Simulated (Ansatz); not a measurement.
Consider NaBr in the rock salt structure (space group Fm-3m, No. 225; a = 6.0360 Å). Axes: x, y, z lie along the cube axes.

Method: PBE (Ansatz, a first-principles code; PAW; 420 eV plane waves; scalar-relativistic without spin-orbit coupling).

Strains are applied to the cell and any free atomic positions relax; under biaxial strain the out-of-plane vector relaxes too.

One change was made to it. Results:

The volume per atom increases by 1.15 Å³ to 28.64 Å³; the valence-band top at Γ (three highest levels, from the VBM) changes from 0.00, 0.00, 0.00 eV to 0.00, 0.00, -0.05 eV; the band gap shrinks by 0.122 eV to 3.94 eV.

Task: Name the change that was made.
A. biaxial strain +2.76 %, plane normal [001], relaxed out of plane
B. biaxial strain +4.73 %, plane normal [001], relaxed out of plane
C. uniaxial strain ε_yy = −3.73 %

Result: A, biaxial strain +2.76 %, plane normal [001], relaxed out of plane. For comparison, the band gap in the other runs: uniaxial strain ε_yy = −3.73 % gives 4.16 eV; biaxial strain +4.73 %, plane normal [001], relaxed out of plane gives 3.86 eV.

No phonon test of stability was made.
